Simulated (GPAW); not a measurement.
Hf:

```
Hf
1.0
    -1.80500    1.80500    1.80500
     1.80500   -1.80500    1.80500
     1.80500    1.80500   -1.80500
Hf
1
Direct
  0.00000 0.00000 0.00000
```

This isn't the form of Hf at room conditions, which is hcp.

| Quantity | Value |
| --- | --- |
| Program | GPAW 26.7.0 |
| Task | single point |
| Functional | PBE |
| Potentials or basis | GPAW PAW data sets (gpaw-data 1.2.1) |
| Cutoff | 600 eV |
| Basis | pw |
| k mesh | 10 × 10 × 10 |
| Occupations | fermi-dirac, width 0.05 eV |
| Spin | no spin polarisation |

On this cell: pressure -4.6 GPa; band gap on the k mesh none (metal or under the smearing width).

The same run follows on a disturbed copy (cell strained at random at fixed volume):

```
CELL_PARAMETERS angstrom
-1.73538 1.78809 1.84034
1.76840 -1.76106 1.84632
1.78180 1.80748 -1.81331
ATOMIC_POSITIONS crystal
Hf 0.98347 0.99320 0.98959
```

**Question.** What does the disturbed cell give?

**Answer.** The energy (extrapolated to zero smearing) moves by +1.9 meV/atom; pressure -4.5 GPa; band gap on the k mesh none (metal or under the smearing width).

Stress tensor (GPa, compression positive):
```
-5.35 -1.24 -0.97
-1.24 -4.71 -0.81
-0.97 -0.81 -3.55
```
